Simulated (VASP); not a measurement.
## BeS: relaxation of cell and atoms with PBE

Crystal: BeS.

```
S Be
1.0
     0.00000    2.42500    2.42500
     2.42500    0.00000    2.42500
     2.42500    2.42500    0.00000
S Be
1 1
Direct
  0.75000 0.75000 0.75000
  0.00000 0.00000 0.00000
```

```yaml
Program: VASP 6.6.1
Task: relaxation of cell and atoms
Functional: PBE
Potentials_or_basis: VASP PAW PBE potentials, release 64 (S, Be)
Cutoff: 900 eV
k_mesh: 9 × 9 × 9
Occupations: fermi-dirac, width 0.05 eV
Spin: no spin polarisation
Further_INCAR_settings: ALGO = Normal; EDIFF = 1e-06; IBRION = 2; EDIFFG = -0.02; NSW = 40; ISIF = 3
```

The relaxed volume is 14.50 Å³/atom and the relaxed cell is a = 3.448 Å, b = 3.448 Å, c = 3.448 Å, α = 60.00°, β = 60.00°, γ = 60.00°. The space group after relaxing (to 0.05 Å) is F-43m (No. 216) and the energy gained by relaxing is 1.1 meV/atom. The ionic steps are 3 and the pressure after relaxing is 0.0 GPa. The band gap on the k mesh is 3.24 eV, indirect (least direct gap 5.68 eV).

Step by step:
| step | energy change (eV) | largest force (eV/Å) | pressure (GPa) | volume (Å³) |
| --- | --- | --- | --- | --- |
| 1 | 0.0000 | 0.0000 | 1.58 | 28.52 |
| 2 | -0.0022 | 0.0000 | -0.37 | 29.11 |
| 3 | -0.0023 | 0.0000 | -0.01 | 28.99 |

Final structure:
```
S Be
1.0
     0.00000    2.43826    2.43826
     2.43826    0.00000    2.43826
     2.43826    2.43826    0.00000
S Be
1 1
Direct
  0.75000 0.75000 0.75000
  0.00000 0.00000 0.00000
```

Levels at points of the mesh, in eV from the valence-band top:
```
           k point  band 1  band 2  band 3  band 4  band 5  band 6  band 7  band 8
(0.00, 0.00, 0.00)  -13.58    0.00    0.00    0.00    5.68    5.68    5.68    5.75
```

Wall time 52 s on 1 thread of AMD EPYC 7R13 Processor (Zen 3), on a shared host, peak memory 0.18 GiB.

Caveat: an odd mesh through Γ misses points on the zone boundary, where band edges often lie. Expect the measured gap to be larger: semilocal functionals such as PBE lack the derivative discontinuity.
